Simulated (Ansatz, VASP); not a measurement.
SiC in VASP and in Ansatz

Contents of INCAR:

```
SYSTEM = SiC
  PREC = Accurate
  ENCUT = 520
  EDIFF = 1E-6
  ISMEAR = 0
  SIGMA = 0.05
  LREAL = .FALSE.
  LASPH = .TRUE.
  NELM = 80
  ALGO = Normal
  ISIF = 2
  LWAVE = .FALSE.
  LCHARG = .FALSE.
  GGA = PE
  NBANDS = 11
```

KPOINTS

```
Automatic mesh
0
G
  12 12 12
  0 0 0
```

Contents of POSCAR:

```
SiC
1.0
    0.0000000000      2.2243170062      2.2243170062
    2.2243170062      0.0000000000      2.2243170062
    2.2243170062      2.2243170062      0.0000000000
Si C
1 1
Direct
    0.0000000000      0.0000000000      0.0000000000
    0.7500000000      0.7500000000      0.7500000000
```

Input for Ansatz:

```yaml
crystal:
  lattice:
    - [0.0, 2.2243170062, 2.2243170062]
    - [2.2243170062, 0.0, 2.2243170062]
    - [2.2243170062, 2.2243170062, 0.0]
  atoms:
    - { symbol: Si, position: [0.0, 0.0, 0.0] }
    - { symbol: C, position: [0.75, 0.75, 0.75] }
basis:
  ecutwfc: 520.0
kpoints:
  mp_grid: { grid: [12, 12, 12] }
hamiltonian:
  xc: pbe
scf:
  occupations: { method: gaussian, width: 0.05 }
output:
  forces: true
  stress: true
  eigenvalues: true
```

Alike in both runs: task single point; functional PBE; k mesh 12 × 12 × 12; occupations gaussian, width 0.05 eV; no spin polarisation.

```csv
,VASP,Ansatz
version,VASP 6.6.1,Ansatz 0.2.0
potentials or method,"VASP PAW PBE potentials, release 64 (Si, C)","scalar-relativistic, plane waves, PAW"
plane-wave cutoff (eV),520,520
valence electrons in the cell,8,8
```

|  | VASP | Ansatz | Ansatz less VASP |
| --- | --- | --- | --- |
| gap on the k mesh at the Fermi level (eV) | 1.41 | 1.41 | +0.002 |
| least direct gap on the mesh (eV) | 4.48 | 4.48 | +0.003 |
| pressure (GPa) | -9.1 | -9.1 | +0.02 |

A k mesh can miss the band edges.
